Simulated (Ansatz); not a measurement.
Runs of Ansatz 0.2.0 on SnTe. It takes space group Fm-3m (No. 225, cubic). Conventional cell: a = 6.302 Å, b = 6.302 Å, c = 6.302 Å, α = 90.00°, β = 90.00°, γ = 90.00°. Te (site symmetry m-3m) is surrounded by 6 Sn at 3.15 Å. Sn (site symmetry m-3m) is surrounded by 6 Te at 3.15 Å. 

```csv
task,level,potentials or basis,cell,k mesh,cutoff (eV),smearing,basis error allowed,mesh quality,pressure (GPa),relaxed volume (Å³/atom)
relaxation of cell and atoms,RPBE+D4,"all-electron LAPW, scalar-relativistic",relaxed,7 × 7 × 7,-,fermi-dirac 0.05 eV,0.001 eV/atom,not flagged,0.0,(b)
single point,PBE,"all-electron LAPW, scalar-relativistic",as given,5 × 5 × 5,170,fermi-dirac 0.06 eV,0.002 eV/atom,not flagged,2.2,-
relaxation of cell and atoms,PBEsol,"all-electron LAPW, scalar-relativistic",relaxed,7 × 7 × 7,-,fermi-dirac 0.05 eV,0.001 eV/atom,not flagged,0.0,31.03
single point,PBE,all-electron PAW datasets made for the crystal,as given,4 × 4 × 4,240,fermi-dirac 0.05 eV,-,coarse,1.8,-
relaxation of cell and atoms,RPBE,"all-electron LAPW, scalar-relativistic",relaxed,7 × 7 × 7,-,fermi-dirac 0.05 eV,0.001 eV/atom,not flagged,0.0,(a)
band structure,LDA,"all-electron LAPW, scalar-relativistic",as given,7 × 7 × 7,186,fermi-dirac 0.05 eV,0.001 eV/atom,not flagged,-1.6,-
single point,RPBE,"all-electron LAPW, scalar-relativistic",as given,7 × 7 × 7,185,gaussian 0.02 eV,0.001 eV/atom,not flagged,3.7,-
```

Alike in all rows: no spin polarisation.

Question: Estimate the missing entries.

Answer: (a) 34.04; (b) 30.84.

Caveats: some runs use coarse meshes.

Not every run made on this cell is shown here.
